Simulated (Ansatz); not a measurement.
HgTe: pressure and energy less free atoms against volume scale

Periodic Kohn-Sham DFT of a crystal at fixed atoms, scaled to volume_scale times the given cell; pressure positive in compression, energy less spherical unpolarised free atoms, largest_vzz the field gradient of largest size among the nuclei. The results are calculated, by Ansatz 0.2.0.

The cell before it is scaled or strained (space group F-43m, No. 216):
```
cell vectors (Å)
   0.0000     3.2235     3.2235
   3.2235     0.0000     3.2235
   3.2235     3.2235     0.0000
atoms (fractions of the cell vectors)
Hg  0.00000  0.00000  0.00000
Te  0.75000  0.75000  0.75000
```

Settings of every row: method all-electron LAPW; functional PBEsol; relativity scalar; k mesh 9x9x9; filling fermi-dirac; smearing width 0.05 eV; basis error target 0.5 meV/atom; nucleus gaussian.

Atom start moment: 0 on all atoms.

Limits: no spin-orbit coupling on heavy atoms.

```csv
row,volume scale,V (Å³/atom),pressure (GPa),energy less free atoms (eV/atom)
1,0.94,31.486,?,?
2,0.96,32.155,3.535,-2.1627
3,0.98,32.825,2.365,-2.1749
4,0.99,33.16,1.831,-2.1793
5,1,33.495,1.327,-2.1826
6,1.01,33.83,0.853,-2.1849
7,1.02,34.165,0.407,-2.1862
8,1.04,34.835,-0.41,-2.1862
9,1.06,35.505,-1.134,-2.1829
```

Question: what pressure and energy less free atoms should row 1 give?

Worked fit of pressure. Take u = (V_r/V)^(2/3) − 1 with V_r = 33.662 Å³ an atom, which is twice the finite (Eulerian) strain; such expansions in the strain, on which the Birch-Murnaghan equation of state is built, carry the rest volume and the bulk modulus. The shown rows have u = 0.03101, 0.01693, 0.01007, 0.00332, -0.00331, -0.00984, -0.02258, -0.03491. Least squares give pressure = 1.0874 + 71.443 × u + 233.17 × u² + 269 × u³ GPa; a parabola predicts inner rows, each left out in turn, worse (root mean square 0.0025 against 0.00037 GPa). All shown rows lie on it to the printed digit. The pressure vanishes at u = -0.0160, or V = 34.49 Å³ an atom, and there the bulk modulus at fixed shape and fractions is B = −V dP/dV = (2/3)(1 + u) dP/du = 42.1 GPa. The withheld row has u = 0.04556, so the fit gives 1.0874 + 71.443 × (0.04556) + 233.17 × (0.04556)² + 269 × (0.04556)³ = 4.852 GPa.

The calculation gave 4.854 GPa. The fit lies 0.002 GPa (0.033 % of the column's range) below it; its largest miss of a shown row is 0.000 GPa. This row lies beyond the range of the fit.

Worked fit of energy less free atoms. Take u = (V_r/V)^(2/3) − 1 with V_r = 33.662 Å³ an atom, which is twice the finite (Eulerian) strain; such expansions in the strain, on which the Birch-Murnaghan equation of state is built, carry the rest volume and the bulk modulus. The shown rows have u = 0.03101, 0.01693, 0.01007, 0.00332, -0.00331, -0.00984, -0.02258, -0.03491. Least squares give energy less free atoms = −2.18386 + 0.3452 × u + 10.784 × u² + 3 × u³ eV/atom; a parabola predicts inner rows, each left out in turn, worse (root mean square 3.2e-05 against 1.8e-05 eV/atom). All shown rows lie on it to the printed digit. Its lowest point lies at u = -0.0161, or V = 34.49 Å³ an atom, and the curvature there gives the bulk modulus at fixed shape and fractions, B = (4/9)(1 + u)² E″(u)/V = 42.5 GPa. The withheld row has u = 0.04556, so the fit gives −2.18386 + 0.3452 × (0.04556) + 10.784 × (0.04556)² + 3 × (0.04556)³ = -2.1455 eV/atom.

The calculation gave -2.1452 eV/atom. The fit lies 0.0003 eV/atom (0.73 % of the column's range) below it; its largest miss of a shown row is 0.0000 eV/atom. This row lies beyond the range of the fit.
